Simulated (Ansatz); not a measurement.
The parent structure is RuO$_{2}$ in the rutile structure (space group P4_2/mnm, No. 136; a = 4.480 Å, c = 3.107 Å). Axes: x, y, z lie along a, b, c of the conventional cell.

Calculations: Ansatz (a program for electronic structure) r2SCAN, no SOC.

Strains are applied to the cell and any free atomic positions relax; under biaxial strain the out-of-plane vector relaxes too; under stress the whole cell relaxes.

One change was made to it. Results:

```json
[
 {"quantity": "volume per atom", "base": "10.39 Å³", "after": "10.30 Å³"},
 {"quantity": "band gap", "base": "zero", "after": "zero"}
]
```

**Question.** Which change produced these results?
(A) biaxial strain +0.87 %, plane normal [001], relaxed out of plane
(B) isotropic strain −1.08 %
(C) uniaxial stress, 0.5 GPa compression along z
(D) biaxial strain −0.71 %, plane normal [001], relaxed out of plane

**Answer.** D, biaxial strain −0.71 %, plane normal [001], relaxed out of plane. For comparison, the volume per atom in the other runs: uniaxial stress, 0.5 GPa compression along z gives 10.39 Å³; isotropic strain −1.08 % gives 10.06 Å³; biaxial strain +0.87 %, plane normal [001], relaxed out of plane gives 10.51 Å³.

Without a gap, meshes like the base's 11×11×15 leave anisotropic stresses uncertain by several tenths of a GPa, and small strain energies with them. Beyond what the load breaks, stability against distortions was not tested. Starting moments died away, wholly or in part, for the base; another magnetic solution may exist. No Hubbard U is applied, and correlation can decide whether such a compound is a metal. The final runs are not spin-polarised.
